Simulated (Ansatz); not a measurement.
**Two states of AlFe**

```
Fe Al
1.0
     2.91312   -0.02802   -2.87187
    -0.01117    2.92344    0.01685
     2.96694    0.00568    2.92569
Fe Al
2 2
Direct
  0.94980 0.45692 0.48948
  0.51079 0.41945 0.00413
  0.93692 0.03114 0.01364
  0.44971 0.97288 0.41533
```

Level: r2SCAN, with U_eff = 1.73 eV on Fe d (atomic projectors); 500 eV; 5×6×4 (shifted by 0.5, 0.5, 0.5 steps) mesh; gaussian occupations (width 0.0935 eV); Ansatz 0.2.0, fixed geometry.

State A: Fe1 up, Fe2 up (collinear spin). State B: Fe1 down, Fe2 up (collinear spin).

Compare the two self-consistent states.

State B is lower by 11.7 meV an atom at zero smearing.

```
state  free energy (meV/atom)  largest moment in a small sphere (μB)  net moment (μB/cell)  gap on mesh (eV)  pressure (GPa)  largest force (eV/Å)
    A                    12.0                                   2.35                  4.19             metal            18.1                  4.99
    B                     0.0                                   2.24                  0.21             metal            17.9                  5.70
```

Origin: a strained cell with displaced atoms, so it need not be a known compound. Caveats: the k mesh is coarse if the cell is a metal; atoms or cell far from equilibrium.
